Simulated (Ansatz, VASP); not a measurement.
# CoSi: VASP beside Ansatz

The input INCAR:

```
ALGO = Normal
EDIFF = 1E-7
EDIFFG = -0.005
ENCUT = 600
GGA = PE
IBRION = 2
ISIF = 3
ISMEAR = 0
LASPH = T
LCHARG = F
LREAL = F
LWAVE = F
NELM = 100
NSW = 100
PREC = Accurate
SIGMA = 0.1
```

File KPOINTS:

```
k-points
0
Gamma
  8 8 8
```

POSCAR

```
CoSi
1.0
    4.3831181000      0.0000000000      0.0000000000
    0.0000000000      4.3831181000      0.0000000000
    0.0000000000      0.0000000000      4.3831181000
Co Si
4 4
Direct
    0.8540967100      0.6459032900      0.3540967100
    0.6459032900      0.3540967100      0.8540967100
    0.3540967100      0.8540967100      0.6459032900
    0.1459032900      0.1459032900      0.1459032900
    0.1565392900      0.3434607100      0.6565392900
    0.3434607100      0.6565392900      0.1565392900
    0.6565392900      0.1565392900      0.3434607100
    0.8434607100      0.8434607100      0.8434607100
```

Input for Ansatz:

```yaml
crystal:
  lattice:
    - [4.3831181, 0.0, 0.0]
    - [0.0, 4.3831181, 0.0]
    - [0.0, 0.0, 4.3831181]
  atoms:
    - { symbol: Co, position: [0.85409671, 0.64590329, 0.35409671] }
    - { symbol: Co, position: [0.64590329, 0.35409671, 0.85409671] }
    - { symbol: Co, position: [0.35409671, 0.85409671, 0.64590329] }
    - { symbol: Co, position: [0.14590329, 0.14590329, 0.14590329] }
    - { symbol: Si, position: [0.15653929, 0.34346071, 0.65653929] }
    - { symbol: Si, position: [0.34346071, 0.65653929, 0.15653929] }
    - { symbol: Si, position: [0.65653929, 0.15653929, 0.34346071] }
    - { symbol: Si, position: [0.84346071, 0.84346071, 0.84346071] }
basis:
  ecutwfc: 420
kpoints:
  mp_grid: { grid: [8, 8, 8] }
hamiltonian:
  xc: pbe
scf:
  occupations: { method: gaussian, width: 0.1 }
output:
  forces: true
  stress: true
  eigenvalues: true
  write_density: true
  write_potential: true
  elf: true
  volumetric_format: npy
relax:
  adjacent_minimum: "off"
  f_tol: 0.005
  max_steps: 80
  cell: { stress_tol: 0.05 }
```

The cell is a database's computed one.

Alike in both runs: task relaxation of cell and atoms; functional PBE; k mesh 8 × 8 × 8; occupations gaussian, width 0.1 eV; no spin polarisation.

|  | VASP | Ansatz |
| --- | --- | --- |
| version | VASP 6.6.1 | Ansatz 0.2.0 |
| potentials or method | VASP PAW PBE potentials, release 64 (Co, Si) | scalar-relativistic, plane waves, PAW |
| plane-wave cutoff (eV) | 600 | 420 |
| valence electrons in the cell | 52 | 84 |

VASP gave:

* gap on the k mesh at the Fermi level, each at its own relaxed structure (eV): none
* relaxed volume (Å³/atom): 10.86
* relaxed cell length with the largest relative difference (Å): 4.430
* energy change over the relaxation (meV/atom): -8

Estimate Ansatz's values.

gap on the k mesh at the Fermi level, each at its own relaxed structure (eV): none; relaxed volume (Å³/atom): 10.87; relaxed cell length with the largest relative difference (Å): 4.430; energy change over the relaxation (meV/atom): -8.

A gap of «none» marks a metal or a gap that the smearing closes. The two sets of potentials don't hold the same shells in valence.

Spin polarisation is off, so any magnetic state and its effect on volume and gap are missing.
